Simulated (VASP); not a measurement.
# GaP (F-43m) in VASP: settings compared, part 2 of 2

VASP 6.6.1.

### Step 5. Relaxation of cell and atoms, r2SCAN

Contents of INCAR:

```
ALGO = Normal
EDIFF = 1E-7
EDIFFG = -0.005
ENCUT = 600
IBRION = 2
ISIF = 3
ISMEAR = 0
LASPH = True
LCHARG = False
LMIXTAU = True
LREAL = False
LWAVE = False
METAGGA = R2SCAN
NELM = 80
NSW = 90
PREC = Accurate
SIGMA = 0.03
```

Contents of KPOINTS:

```
k-points
0
Gamma
  10 10 10
```

Contents of POSCAR:

```
GaP                                     
1.0
    0.0000000000      2.7252500000      2.7252500000
    2.7252500000      0.0000000000      2.7252500000
    2.7252500000      2.7252500000      0.0000000000
  Ga              P             
     1     1
Direct
     0.0000000000000000    0.0000000000000000    0.0000000000000000
     0.2500000000000000    0.2500000000000000    0.2500000000000000
```

Potentials or basis: VASP PAW PBE potentials, release 64 (Ga_d, P).

The run is started by

```bash
cat potpaw_PBE.64/Ga_d/POTCAR potpaw_PBE.64/P/POTCAR > POTCAR
mpirun -np 1 vasp_std > vasp.out
```

OUTCAR:

```text
EDIFF = 1E-7
   EDIFFG = -0.005
   ENCUT = 600
   IBRION = 2
   ISIF = 3
   ISMEAR = 0
   LASPH = True
   LREAL = False
   METAGGA = R2SCAN
   NELM = 80
   NSW = 90
   PREC = Accurate

 ion  position               nearest neighbor table
   1  0.000  0.000  0.000-   2 2.36   2 2.36   2 2.36   2 2.36
   2  0.250  0.250  0.250-   1 2.36   1 2.36   1 2.36   1 2.36

  LATTYP: Found a face centered cubic cell.
 ALAT       =     5.4505000000

  Lattice vectors:

 A1 = (   0.0000000000,   2.7252500000,   2.7252500000)
[... 573 lines left out ...]

  FORCE on cell =-STRESS in cart. coord.  units (eV):
  Direction    XX          YY          ZZ          XY          YZ          ZX
  --------------------------------------------------------------------------------------
  -------------------------------------------------------------------------------------
  Total       -0.0075930     -0.0075930     -0.0075930      0.0000000      0.0000000      0.0000000
  in kB       -0.3005201     -0.3005201     -0.3005201      0.0000000      0.0000000      0.0000000
  external PRESSURE =      -0.3005201 kB  Pullay stress =       0.0000000 kB

 VOLUME and BASIS-vectors are now :
 -----------------------------------------------------------------------------
  energy-cutoff  :      600.00
  volume of cell :       40.48
      direct lattice vectors                 reciprocal lattice vectors
     0.000000000  2.725250000  2.725250000    -0.183469406  0.183469406  0.183469406
     2.725250000  0.000000000  2.725250000     0.183469406 -0.183469406  0.183469406
     2.725250000  2.725250000  0.000000000     0.183469406  0.183469406 -0.183469406

 POSITION                                       TOTAL-FORCE (eV/Angst)
 -----------------------------------------------------------------------------------
      0.00000      0.00000      0.00000        -0.000000      0.000000      0.000000
      1.36262      1.36262      1.36262         0.000000     -0.000000     -0.000000
 -----------------------------------------------------------------------------------
    total drift:                                0.000017      0.000017      0.000017

  FREE ENERGIE OF THE ION-ELECTRON SYSTEM (eV)
  ---------------------------------------------------
  free  energy   TOTEN  =       -21.4658481033 eV

  energy  without entropy=      -21.4658481033  energy(sigma->0) =      -21.46584810

 reached required accuracy - stopping structural energy minimisation
```

OSZICAR:

```text
N       E                     dE             d eps       ncg     rms          rms(c)
DAV:   1     0.760135092778E+02    0.76014E+02   -0.10359E+04  1227   0.223E+03
DAV:   2    -0.164699516393E+02   -0.92483E+02   -0.88913E+02  1290   0.374E+02
DAV:   3    -0.236145004521E+02   -0.71445E+01   -0.71092E+01  1582   0.834E+01
[... 13 lines left out ...]
DAV:  17    -0.214658491203E+02    0.47785E-06   -0.88169E-07  1402   0.926E-03    0.231E-03
DAV:  18    -0.214658485858E+02    0.53446E-06   -0.44703E-07  1297   0.809E-03    0.922E-04
DAV:  19    -0.214658477952E+02    0.79054E-06   -0.94905E-08   941   0.373E-03    0.840E-04
DAV:  20    -0.214658480850E+02   -0.28972E-06   -0.76227E-08   821   0.373E-03    0.102E-04
DAV:  21    -0.214658481033E+02   -0.18282E-07   -0.55813E-09   626   0.105E-03
   1 F= -.21465848E+02 E0= -.21465848E+02  d E =-.214658E+02
```

It took 56 s on 1 thread of Intel Xeon 6975P-C (Granite Rapids), shared host; peak memory 0.2 GiB.

Results:

```
Free energy             : -21.4658 eV
Pressure after relaxing : 0.0 GPa
Band gap on the k mesh  : 1.86 eV, indirect (least direct gap 2.34 eV)
```

Final structure:
```
Ga P
1.0
     0.00000    2.72525    2.72525
     2.72525    0.00000    2.72525
     2.72525    2.72525    0.00000
Ga P
1 1
Direct
  0.00000 0.00000 0.00000
  0.25000 0.25000 0.25000
```

Caveat: the relaxation stopped at its first step, so nothing moved; the PAW data sets were made with another functional, which shifts forces and pressure a little. A k mesh can miss the band edges.

### Step 6. Relaxation of cell and atoms, PBE

Contents of INCAR:

```
SYSTEM = GaP
  PREC = Accurate
  ENCUT = 600
  EDIFF = 1E-6
  ISMEAR = 0
  SIGMA = 0.03
  LREAL = .False.
  LASPH = .True.
  NELM = 80
  ALGO = Normal
  ISIF = 3
  LWAVE = .False.
  LCHARG = .False.
  GGA = PE
  IBRION = 2
  NSW = 90
  EDIFFG = -0.01
```

Contents of KPOINTS:

```
Automatic mesh
0
Gamma
  10 10 10
  0 0 0
```

Contents of POSCAR:

```
GaP
1.0
    0.0000000000      2.7252500000      2.7252500000
    2.7252500000      0.0000000000      2.7252500000
    2.7252500000      2.7252500000      0.0000000000
Ga P
1 1
Direct
    0.0000000000      0.0000000000      0.0000000000
    0.2500000000      0.2500000000      0.2500000000
```

Potentials or basis: VASP PAW PBE potentials, release 64 (Ga_d, P).

The run is started by

```bash
cat potpaw_PBE.64/Ga_d/POTCAR potpaw_PBE.64/P/POTCAR > POTCAR
mpirun -np 1 vasp_std > vasp.out
```

OUTCAR:

```text
SYSTEM = GaP
   PREC = Accurate
   ENCUT = 600
   EDIFF = 1E-6
   ISMEAR = 0
   LREAL = .False.
   LASPH = .True.
   NELM = 80
   ISIF = 3
   GGA = PE
   IBRION = 2
   NSW = 90
   EDIFFG = -0.01

 ion  position               nearest neighbor table
   1  0.000  0.000  0.000-   2 2.36   2 2.36   2 2.36   2 2.36
   2  0.250  0.250  0.250-   1 2.36   1 2.36   1 2.36   1 2.36

  LATTYP: Found a face centered cubic cell.
 ALAT       =     5.4505000000

  Lattice vectors:

 A1 = (   0.0000000000,   2.7252500000,   2.7252500000)
 A2 = (   2.7252500000,   0.0000000000,   2.7252500000)
 A3 = (   2.7252500000,   2.7252500000,   0.0000000000)

Analysis of symmetry for initial positions (statically):
=====================================================================
 Subroutine PRICEL returns:
 Original cell was already a primitive cell.

 Routine SETGRP: Setting up the symmetry group for a
 face centered cubic supercell.

 Subroutine GETGRP returns: Found 24 space group operations
 (whereof 24 operations were pure point group operations)
 out of a pool of 48 trial point group operations.

The static configuration has the point symmetry T_d .

Analysis of symmetry for dynamics (positions and initial velocities):
=====================================================================
 Subroutine PRICEL returns:
 Original cell was already a primitive cell.

 Routine SETGRP: Setting up the symmetry group for a
 face centered cubic supercell.

 Subroutine GETGRP returns: Found 24 space group operations
 (whereof 24 operations were pure point group operations)
 out of a pool of 48 trial point group operations.

The dynamic configuration has the point symmetry T_d .

 Subroutine INISYM returns: Found 24 space group operations
 (whereof 24 operations are pure point group operations),
 and found     1 'primitive' translations

----------------------------------------------------------------------------------------

                                     Primitive cell
[... 136 lines left out ...]
  ext. energy  EPLUGINS =         0.00000000
  ---------------------------------------------------
  free energy    TOTEN  =        -9.11804782 eV

  energy without entropy =       -9.11804782  energy(sigma->0) =       -9.11804782

------------------------ aborting loop because EDIFF is reached ----------------------------------------

  FORCE on cell =-STRESS in cart. coord.  units (eV):
  Direction    XX          YY          ZZ          XY          YZ          ZX
  --------------------------------------------------------------------------------------
  -------------------------------------------------------------------------------------
  Total        0.6120330      0.6120330      0.6120330      0.0000000     -0.0000000     -0.0000000
  in kB       24.2234704     24.2234704     24.2234704      0.0000000     -0.0000000     -0.0000000
  external PRESSURE =      24.2234704 kB  Pullay stress =       0.0000000 kB
[... 59 lines left out ...]
--------------------------------------- Ionic step        3  -------------------------------------------

 number of electron      17.9999991 magnetization

 Free energy of the ion-electron system (eV)
  ---------------------------------------------------
  ext. energy  EPLUGINS =         0.00000000
  ---------------------------------------------------
  free energy    TOTEN  =        -9.12728522 eV

  energy without entropy =       -9.12728522  energy(sigma->0) =       -9.12728522

 E-fermi :   4.5208     XC(G=0):  -9.6958

 val. band max:        4.3475002392   @ k =   0.0000   0.0000   0.0000
 cond. band min:       5.9250985009   @ k =   0.0000   0.0000   0.0000
 fundamental gap:      1.5775982617
 Fermi energy:         4.5207580183

 k-point     1 :       0.0000    0.0000    0.0000
  band No.  band energies     occupation
      1     -10.1551      2.00000
      2     -10.1551      2.00000
      3     -10.1551      2.00000
      4     -10.0643      2.00000
      5     -10.0643      2.00000
      6      -7.9205      2.00000
      7       4.3475      2.00000
      8       4.3475      2.00000
      9       4.3475      2.00000
     10       5.9251      0.00000
     11       8.2438      0.00000
     12       8.2438      0.00000
     13       8.2438      0.00000
[... 354 lines left out ...]
  band No.  band energies     occupation
      1     -10.2412      2.00000
      2     -10.1119      2.00000
      3     -10.1101      2.00000
      4     -10.0859      2.00000
      5     -10.0495      2.00000
      6      -6.0225      2.00000
      7      -0.9618      2.00000
      8       1.8599      2.00000
      9       2.1914      2.00000
     10       6.4184      0.00000
     11       7.4684      0.00000
     12      11.8296      0.00000
     13      12.3273      0.00000

 [... further k-points ...]

------------------------ aborting loop because EDIFF is reached ----------------------------------------

  FORCE on cell =-STRESS in cart. coord.  units (eV):
  Direction    XX          YY          ZZ          XY          YZ          ZX
  --------------------------------------------------------------------------------------
  -------------------------------------------------------------------------------------
  Total        0.0138554      0.0138554      0.0138554      0.0000000      0.0000000      0.0000000
  in kB        0.5320412      0.5320412      0.5320412      0.0000000      0.0000000      0.0000000
  external PRESSURE =       0.5320412 kB  Pullay stress =       0.0000000 kB
[... 17 lines left out ...]
  FREE ENERGIE OF THE ION-ELECTRON SYSTEM (eV)
  ---------------------------------------------------
  free  energy   TOTEN  =        -9.1272852201 eV

  energy  without entropy=       -9.1272852201  energy(sigma->0) =       -9.12728522

 reached required accuracy - stopping structural energy minimisation
```

It took 25 s on 1 thread of Intel Xeon 6975P-C (Granite Rapids), shared host; peak memory 0.2 GiB.

What came out:

```yaml
Free_energy: -9.1273 eV
Relaxed_volume: 20.86 Å³/atom
Relaxed_cell: a = 3.893 Å, b = 3.893 Å, c = 3.893 Å, α = 60.00°, β = 60.00°, γ = 60.00°
Space_group_after_relaxing_to_0.05_Å: F-43m (No. 216)
Energy_gained_by_relaxing: 4.6 meV/atom
Ionic_steps: 3
Pressure_after_relaxing: 0.1 GPa
Band_gap_on_the_k_mesh: 1.58 eV, direct
```

Step by step:
| step | energy change (eV) | largest force (eV/Å) | pressure (GPa) | volume (Å³) |
| --- | --- | --- | --- | --- |
| 1 | 0.0000 | 0.0000 | 2.42 | 40.48 |
| 2 | -0.0074 | 0.0000 | -1.05 | 42.30 |
| 3 | -0.0092 | 0.0000 | 0.05 | 41.72 |

Final structure:
```yaml
crystal:
  lattice:
    - [0.00000, 2.75287, 2.75287]
    - [2.75287, 0.00000, 2.75287]
    - [2.75287, 2.75287, 0.00000]
  atoms:
    - { symbol: Ga, position: [0.00000, 0.00000, 0.00000] }
    - { symbol: P, position: [0.25000, 0.25000, 0.25000] }
```

### Step 7. Relaxation of cell and atoms, PBE

This run uses another cell than the first one, of 20.86 Å³/atom, 1.031 times its volume.

INCAR, as its differences from that of step 6:

```diff
@@ -3,3 +3,3 @@
   ENCUT = 600
-  EDIFF = 1E-6
+  EDIFF = 1E-7
   ISMEAR = 0
@@ -16,2 +16,2 @@
   NSW = 90
-  EDIFFG = -0.01
+  EDIFFG = -0.005
```

KPOINTS is that of step 6.

Contents of POSCAR:

```
GaP                                     
1.0
    0.0000000000      2.7528663761      2.7528663761
    2.7528663761     -0.0000000000      2.7528663761
    2.7528663761      2.7528663761     -0.0000000000
  Ga              P             
     1     1
Direct
     0.0000000000000000    0.0000000000000000    0.0000000000000000
     0.2500000000000000    0.2500000000000000    0.2500000000000000
```

Potentials or basis: VASP PAW PBE potentials, release 64 (Ga_d, P).

The run is started by

```bash
cat potpaw_PBE.64/Ga_d/POTCAR potpaw_PBE.64/P/POTCAR > POTCAR
mpirun -np 1 vasp_std > vasp.out
```

OUTCAR:

```text
SYSTEM = GaP
   PREC = Accurate
   ENCUT = 600
   EDIFF = 1E-7
   ISMEAR = 0
   LREAL = .False.
   LASPH = .True.
   NELM = 80
   ISIF = 3
   GGA = PE
   IBRION = 2
   NSW = 90
   EDIFFG = -0.005

 ion  position               nearest neighbor table
   1  0.000  0.000  0.000-   2 2.38   2 2.38   2 2.38   2 2.38
   2  0.250  0.250  0.250-   1 2.38   1 2.38   1 2.38   1 2.38

  LATTYP: Found a face centered cubic cell.
 ALAT       =     5.5057327522

  Lattice vectors:

 A1 = (   0.0000000000,   2.7528663761,   2.7528663761)
 A2 = (   2.7528663761,   0.0000000000,   2.7528663761)
 A3 = (   2.7528663761,   2.7528663761,   0.0000000000)

Analysis of symmetry for initial positions (statically):
=====================================================================
 Subroutine PRICEL returns:
 Original cell was already a primitive cell.

 Routine SETGRP: Setting up the symmetry group for a
 face centered cubic supercell.

 Subroutine GETGRP returns: Found 24 space group operations
 (whereof 24 operations were pure point group operations)
 out of a pool of 48 trial point group operations.

[... 179 lines left out ...]
      7       4.3474      2.00000
      8       4.3474      2.00000
      9       4.3474      2.00000
     10       5.9248      0.00000
     11       8.2438      0.00000
     12       8.2438      0.00000
     13       8.2438      0.00000
[... 354 lines left out ...]
  band No.  band energies     occupation
      1     -10.2414      2.00000
      2     -10.1121      2.00000
      3     -10.1103      2.00000
      4     -10.0861      2.00000
      5     -10.0497      2.00000
      6      -6.0226      2.00000
      7      -0.9619      2.00000
      8       1.8598      2.00000
      9       2.1913      2.00000
     10       6.4181      0.00000
     11       7.4681      0.00000
     12      11.8294      0.00000
     13      12.3272      0.00000

 [... further k-points ...]

------------------------ aborting loop because EDIFF is reached ----------------------------------------

  FORCE on cell =-STRESS in cart. coord.  units (eV):
  Direction    XX          YY          ZZ          XY          YZ          ZX
  --------------------------------------------------------------------------------------
  -------------------------------------------------------------------------------------
  Total       -0.0007986     -0.0007986     -0.0007986     -0.0000000      0.0000000     -0.0000000
  in kB       -0.0306645     -0.0306645     -0.0306645     -0.0000000      0.0000000     -0.0000000
  external PRESSURE =      -0.0306645 kB  Pullay stress =       0.0000000 kB

 VOLUME and BASIS-vectors are now :
 -----------------------------------------------------------------------------
  energy-cutoff  :      600.00
  volume of cell :       41.72
      direct lattice vectors                 reciprocal lattice vectors
     0.000000000  2.752866376  2.752866376    -0.181628867  0.181628867  0.181628867
     2.752866376  0.000000000  2.752866376     0.181628867 -0.181628867  0.181628867
     2.752866376  2.752866376  0.000000000     0.181628867  0.181628867 -0.181628867

 POSITION                                       TOTAL-FORCE (eV/Angst)
 -----------------------------------------------------------------------------------
      0.00000      0.00000      0.00000        -0.000000     -0.000000     -0.000000
      1.37643      1.37643      1.37643         0.000000      0.000000      0.000000
 -----------------------------------------------------------------------------------
    total drift:                                0.000001      0.000001      0.000002

  FREE ENERGIE OF THE ION-ELECTRON SYSTEM (eV)
  ---------------------------------------------------
  free  energy   TOTEN  =        -9.1274957087 eV

  energy  without entropy=       -9.1274957087  energy(sigma->0) =       -9.12749571

 reached required accuracy - stopping structural energy minimisation
```

OSZICAR:

```text
N       E                     dE             d eps       ncg     rms          rms(c)
DAV:   1     0.806861177894E+02    0.80686E+02   -0.99253E+03  1262   0.212E+03
DAV:   2    -0.288900915809E+01   -0.83575E+02   -0.80451E+02  1302   0.340E+02
DAV:   3    -0.926669573787E+01   -0.63777E+01   -0.63410E+01  1507   0.784E+01
DAV:   4    -0.938504721043E+01   -0.11835E+00   -0.11828E+00  1503   0.113E+01
DAV:   5    -0.938768493485E+01   -0.26377E-02   -0.26375E-02  1559   0.142E+00    0.410E+00
DAV:   6    -0.915110702435E+01    0.23658E+00   -0.46639E-01  1832   0.125E+01    0.269E+00
DAV:   7    -0.912666865855E+01    0.24438E-01   -0.10762E-01  1548   0.238E+00    0.109E+00
DAV:   8    -0.912697183861E+01   -0.30318E-03   -0.14036E-02  1437   0.176E+00    0.155E-01
DAV:   9    -0.912735380641E+01   -0.38197E-03   -0.15638E-03  1572   0.685E-01    0.921E-02
DAV:  10    -0.912741991713E+01   -0.66111E-04   -0.12459E-04  1718   0.121E-01    0.460E-02
DAV:  11    -0.912749602508E+01   -0.76108E-04   -0.11430E-04  1332   0.107E-01    0.690E-03
DAV:  12    -0.912749535154E+01    0.67355E-06   -0.42342E-06  1624   0.327E-02    0.232E-03
DAV:  13    -0.912749574340E+01   -0.39186E-06   -0.13210E-06  1392   0.116E-02    0.173E-03
DAV:  14    -0.912749570869E+01    0.34715E-07   -0.77119E-08  1026   0.352E-03
   1 F= -.91274957E+01 E0= -.91274957E+01  d E =-.912750E+01
```

Wall time 16 s (1 thread of Intel Xeon 6975P-C (Granite Rapids), shared host); peak memory 0.18 GiB.

Results:

```yaml
Free_energy: -9.1275 eV
Pressure_after_relaxing: 0.0 GPa
Band_gap_on_the_k_mesh: 1.58 eV, direct
```

Final structure:
```
CELL_PARAMETERS angstrom
0.00000 2.75287 2.75287
2.75287 0.00000 2.75287
2.75287 2.75287 0.00000
ATOMIC_POSITIONS crystal
Ga 0.00000 0.00000 0.00000
P 0.25000 0.25000 0.25000
```

Caveat: the relaxation stopped at its first step, so nothing moved. A k mesh can miss the band edges.

### Step 8. Overview

```tsv
level	potentials or basis	gap on the mesh (eV)	pressure (GPa)
LDA	VASP PAW LDA potentials, release 64 (Ga_d, P)	1.40	0.0
r2SCAN	VASP PAW PBE potentials, release 64 (Ga_d, P)	1.86	0.0
PBE	VASP PAW PBE potentials, release 64 (Ga_d, P)	1.58	0.0
```

Alike in all rows: task relaxation of cell and atoms; no spin polarisation; cell relaxed; k mesh 10 × 10 × 10; cutoff (eV) 600; smearing gaussian 0.03 eV.

Caveats: the relaxation stopped at its first step, so nothing moved; the PAW data sets were made with another functional, which shifts forces and pressure a little (some runs).

Total energies depend on the potentials used, so only differences within one code and one set of settings carry meaning.
